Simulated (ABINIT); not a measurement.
# Hf (Im-3m) in ABINIT: phonon dispersion with LDA

Aim: the phonon dispersion of Hf with LDA.

All numbers are computed with ABINIT 10.8.3 (patched build); they aren't measurements. Logs are shortened: lines on timing, memory, paths and dates and some standing lists are left out, and cuts for length are marked. The log counts tension as positive stress, the text compression.

### Step 1. The structure

Symmetry: Im-3m, No. 229, cubic system. Conventional cell: a = 3.610 Å, b = 3.610 Å, c = 3.610 Å, α = 90.00°, β = 90.00°, γ = 90.00°. Hf (site symmetry m-3m) is surrounded by 8 Hf at 3.13 Å.

This isn't the form of Hf at room conditions, which is hcp.

### Step 2. Phonon dispersion, LDA

run.abi

```
# Datasets
ndtset 4

# Pseudopotentials
pp_dirpath "./"
pseudos "Hf.upf"

# Structure
acell 5.9079484967 5.9079484967 5.9079484967
rprim
    -0.5773502692     0.5773502692     0.5773502692
     0.5773502692    -0.5773502692     0.5773502692
     0.5773502692     0.5773502692    -0.5773502692
ntypat 1
znucl 72
natom 1
typat 1
xred
            0.0            0.0            0.0

# Plane-wave basis
ecut 26.0

# k points
ngkpt 10 10 10
nshiftk 1
shiftk 0.0 0.0 0.0

# Exchange and correlation
ixc 7

# Bands and occupations
nband 14
occopt 3
tsmear 0.00499791

# SCF cycle
nstep 80

# Output
prteig 0
prtebands 0
prtwf 0
prtden 0
prtpot 0

# Dataset 1: ground state
kptopt1 1
tolvrs1 1.0e-15
prtwf1 1
tolwfr1 1.0e-14
nbdbuf1 4
nline1 6

# Dataset 2: response at q = 0 to atomic displacements
rfphon2 1
rfatpol2 1 1
rfdir2 1 1 1
getwfk2 1
kptopt2 2
nqpt2 1
qpt2 0.0 0.0 0.0
tolvrs2 1.0e-8

# Dataset 3: atomic displacements at q = 0.5 0.0 0.0
rfphon3 1
rfatpol3 1 1
rfdir3 1 1 1
getwfk3 1
kptopt3 3
nqpt3 1
qpt3 1/2 0.0 0.0
tolvrs3 1.0e-8

# Dataset 4: atomic displacements at q = 0.5 0.5 0.5
rfphon4 1
rfatpol4 1 1
rfdir4 1 1 1
getwfk4 1
kptopt4 3
nqpt4 1
qpt4 1/2 1/2 1/2
tolvrs4 1.0e-8
```

mrgddb.in

```
merged_DDB
Hf
4
runo_DS1_DDB
runo_DS2_DDB
runo_DS3_DDB
runo_DS4_DDB
```

anaddb.abi

```
ddb_filepath "merged_DDB"
output_file "anaddb.abo"
outdata_prefix "ana"
asr 2
chneut 0
dipdip 0
dieflag 0
enunit 0
ifcflag 1
brav 1
ngqpt 2 2 2
nqshft 1
q1shft 0.0 0.0 0.0
nqpath 6
ndivsm 6
qpath
     0.0000000000     0.0000000000     0.0000000000
     0.5000000000    -0.5000000000     0.5000000000
     0.0000000000     0.0000000000     0.5000000000
     0.0000000000     0.0000000000     0.0000000000
     0.2500000000     0.2500000000     0.2500000000
     0.5000000000    -0.5000000000     0.5000000000
prtdos 2
ng2qpt 20 20 20
dosdeltae 2.0e-5
```

Potentials or basis: PseudoDojo NC SR LDA v0.4.1 standard.

Command:

```sh
$ mpirun --bind-to none -np 4 abinit run.abi > log 2>&1
$ mrgddb < mrgddb.in > mrgddb.log 2>&1
$ anaddb anaddb.abi > anaddb.log 2>&1
```

run.abo:

```text
.Version 10.8.3 of ABINIT
 DATASET    1 : space group Im -3 m (#229); Bravais cI (body-center cubic)
================================================================================
 Values of the parameters that define the memory need for DATASET  1.
     intxc =       0    ionmov =       0      iscf =       7    lmnmax =       8
     lnmax =       8     mgfft =      30  mpssoang =       4    mqgrid =    3001
     natom =       1  nloc_mem =       1    nspden =       1   nspinor =       1
    nsppol =       1      nsym =      48    n1xccc =    2501    ntypat =       1
    occopt =       3   xclevel =       1
       mpw =        1018          nfft =       27000          nkpt =          47
================================================================================
================================================================================

 DATASET    2 : space group Im -3 m (#229); Bravais cI (body-center cubic)
================================================================================
 Values of the parameters that define the memory need for DATASET  2 (RF).
     intxc =       0      iscf =       7    lmnmax =       8     lnmax =       8
     mgfft =      30  mpssoang =       4    mqgrid =    3001     natom =       1
  nloc_mem =       1    nspden =       1   nspinor =       1    nsppol =       1
      nsym =      48    n1xccc =    2501    ntypat =       1    occopt =       3
   xclevel =       1
      nfft =       27000          nkpt =         504
================================================================================
================================================================================
[... 13 lines left out ...]
 DATASET    4 : space group Im -3 m (#229); Bravais cI (body-center cubic)
================================================================================
 Values of the parameters that define the memory need for DATASET  4 (RF).
     intxc =       0      iscf =       7    lmnmax =       8     lnmax =       8
     mgfft =      30  mpssoang =       4    mqgrid =    3001     natom =       1
  nloc_mem =       1    nspden =       1   nspinor =       1    nsppol =       1
      nsym =      48    n1xccc =    2501    ntypat =       1    occopt =       3
   xclevel =       1
      nfft =       27000          nkpt =        1000
================================================================================
================================================================================

--------------------------------------------------------------------------------
------------- Echo of variables that govern the present computation ------------
--------------------------------------------------------------------------------
 -outvars: echo values of preprocessed input variables --------
            acell      5.9079484967E+00  5.9079484967E+00  5.9079484967E+00 Bohr
              amu      1.78490000E+02
             ecut      2.60000000E+01 Hartree
           getwfk1          0
           getwfk2          1
           getwfk3          1
[... 236 lines left out ...]
  sigma(3 3)=  4.47824813E-04  sigma(2 1)=  0.00000000E+00

-Cartesian components of stress tensor (GPa)         [Pressure= -1.3175E+01 GPa]
- sigma(1 1)=  1.31754609E+01  sigma(3 2)=  0.00000000E+00
- sigma(2 2)=  1.31754609E+01  sigma(3 1)=  0.00000000E+00
- sigma(3 3)=  1.31754609E+01  sigma(2 1)=  0.00000000E+00

================================================================================
== DATASET  2 ==================================================================
[... 23 lines left out ...]
 getcut: wavevector=  0.0000  0.0000  0.0000  ngfft=  30  30  30
         ecut(hartree)=     26.000   => boxcut(ratio)=   2.21224

 getcut : COMMENT -
  Note that boxcut > 2.2 ; recall that boxcut=Gcut(box)/Gcut(sphere) = 2
  is sufficient for exact treatment of convolution.
  Such a large boxcut is a waste : you could raise ecut
  e.g. ecut=   31.811113 Hartrees makes boxcut=2

--------------------------------------------------------------------------------

 ==>  initialize data related to q vector <==

 The list of irreducible perturbations for this q vector is:
    1)    idir= 1    ipert=   1
[... 153 lines left out ...]
--------------------------------------------------------------------------------
 Perturbation wavevector (in red.coord.)   0.500000  0.000000  0.000000
 Perturbation : displacement of atom   1   along direction   2
 The set of symmetries contains only one element for this perturbation.
 symkpt : not enough symmetry to change the number of k points.

--------------------------------------------------------------------------------

--------------------------------------------------------------------------------

 dfpt_looppert : total number of electrons, from k and k+q
  fully or partially occupied states are    1.200000E+01 and    1.200000E+01.
 Initialisation of the first-order wave-functions :
  ireadwf=   0
[... 157 lines left out ...]
  Phonon wavevector (reduced coordinates) :  0.50000  0.50000  0.50000
 Phonon energies in Hartree :
   4.690818E-04  4.690818E-04  4.690818E-04
 Phonon frequencies in cm-1    :
   1.029515E+02  1.029515E+02  1.029515E+02

== END DATASET(S) ==============================================================
================================================================================

 -outvars: echo values of variables after computation  --------
            acell      5.9079484967E+00  5.9079484967E+00  5.9079484967E+00 Bohr
           etotal1    -5.6438128031E+01
           etotal2     1.3241781045E-04
           etotal3    -2.9981081039E-01
           etotal4     2.4988747319E+00
            fcart1    -0.0000000000E+00 -0.0000000000E+00 -0.0000000000E+00
            fcart2     0.0000000000E+00  0.0000000000E+00  0.0000000000E+00
            fcart3     0.0000000000E+00  0.0000000000E+00  0.0000000000E+00
            fcart4     0.0000000000E+00  0.0000000000E+00  0.0000000000E+00
            rprim     -5.7735026920E-01  5.7735026920E-01  5.7735026920E-01
                       5.7735026920E-01 -5.7735026920E-01  5.7735026920E-01
                       5.7735026920E-01  5.7735026920E-01 -5.7735026920E-01
           strten1     4.4782481266E-04  4.4782481266E-04  4.4782481266E-04
                       0.0000000000E+00  0.0000000000E+00  0.0000000000E+00
           strten2     0.0000000000E+00  0.0000000000E+00  0.0000000000E+00
                       0.0000000000E+00  0.0000000000E+00  0.0000000000E+00
           strten3     0.0000000000E+00  0.0000000000E+00  0.0000000000E+00
                       0.0000000000E+00  0.0000000000E+00  0.0000000000E+00
           strten4     0.0000000000E+00  0.0000000000E+00  0.0000000000E+00
                       0.0000000000E+00  0.0000000000E+00  0.0000000000E+00
 Calculation completed.
```

anaddb.abo:

```text
.Version 10.8.3 of ANADDB
================================================================================

 -outvars_anaddb: echo values of input variables ----------------------

[... 66 lines left out ...]
-Debye temperature from partial sums:     0.4562330209E+02 (K)

 Average speed of sound:     0.1624934416E-03 (at units)

 Debye frequency from DOS:     0.1169742029E-03 (Ha)
-Debye temperature from DOS:     0.3693753181E+02 (K)

================================================================================

 Treat the first list of vectors

 [... frequencies along the path: see the file of bands ...]
================================================================================

 anaddb : the run completed successfully.
```

Wall time 7.5 min (4 MPI ranks of AMD EPYC, shared host); peak memory 1 GiB.

What came out:

```yaml
Free_energy: -1535.7597 eV
Pressure: -13.2 GPa
Band_gap_on_the_k_mesh: none (metal or under the smearing width)
Highest_phonon_frequency: 103 cm⁻¹
Most_unstable_mode: 77i cm⁻¹
```

Phonon frequencies in cm⁻¹ (negative: imaginary):
| q point | frequencies |
| --- | --- |
| (0.000, 0.000, 0.000) | 0 0 0 |
| (0.500, 0.000, 0.000) | -77 51 90 |
| (0.500, 0.500, 0.500) | 103 103 103 |

Phonon frequencies at the corners of the path (cm⁻¹, interpolated; i marks imaginary ones):
| point | frequencies |
| --- | --- |
| Γ | 0 0 0 |
| H | 103 103 103 |
| N | 77i 51 90 |
| P | 17i 17i 17i |

Phonon states per cell in windows of 10 cm⁻¹ (negative: imaginary):
| from (cm⁻¹) | total |
| --- | --- |
| -80 | 0.04 |
| -70 | 0.17 |
| -60 | 0.38 |
| -50 | 0.12 |
| -40 | 0.05 |
| -30 | 0.03 |
| -20 | 0.03 |
| -10 | 0.02 |
| 0 | 0.02 |
| 10 | 0.03 |
| 20 | 0.09 |
| 30 | 0.11 |
| 40 | 0.20 |
| 50 | 0.44 |
| 60 | 0.32 |
| 70 | 0.31 |
| 80 | 0.32 |
| 90 | 0.30 |

Caveat: some modes are imaginary; the cell is more than 3 GPa from zero pressure, which shifts response properties; the q mesh is small, so phonon branches between its points and thermal values are rough.
